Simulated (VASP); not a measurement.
A run of VASP 6.6.1:

The input INCAR:

```
PREC = Accurate ; ENCUT = 600
EDIFF = 1E-7 ; ISMEAR = 0
SIGMA = 0.1 ; LREAL = F
LASPH = T ; NELM = 100
ALGO = Normal ; ISIF = 3
LWAVE = F ; LCHARG = F
GGA = PE ; IVDW = 12
IBRION = 2 ; NSW = 90
EDIFFG = -0.005
```

The input KPOINTS:

```
regular mesh
0
Gamma
  16 16 16
```

File POSCAR:

```
TaC
1.0
    0.0000000000      2.2338976900      2.2338976900
    2.2338976900      0.0000000000      2.2338976900
    2.2338976900      2.2338976900      0.0000000000
Ta C
1 1
Direct
    0.0000000000      0.0000000000      0.0000000000
    0.5000000000      0.5000000000      0.5000000000
```

Potentials or basis: VASP PAW PBE potentials, release 64 (Ta_pv, C).

The run is started by

```console
$ cat potpaw_PBE.64/Ta_pv/POTCAR potpaw_PBE.64/C/POTCAR > POTCAR
$ mpirun -np 1 vasp_std > vasp.out
```

Hardware: 1 thread of AMD EPYC 9R14 (Zen 4) (shared host).

Q: Estimate the wall time of this run.

A: Wall time 70 s on 1 thread of AMD EPYC 9R14 (Zen 4), with other jobs on the host, peak memory 0.18 GiB. Counts: scf iterations 30, k points 145, ion steps 3.
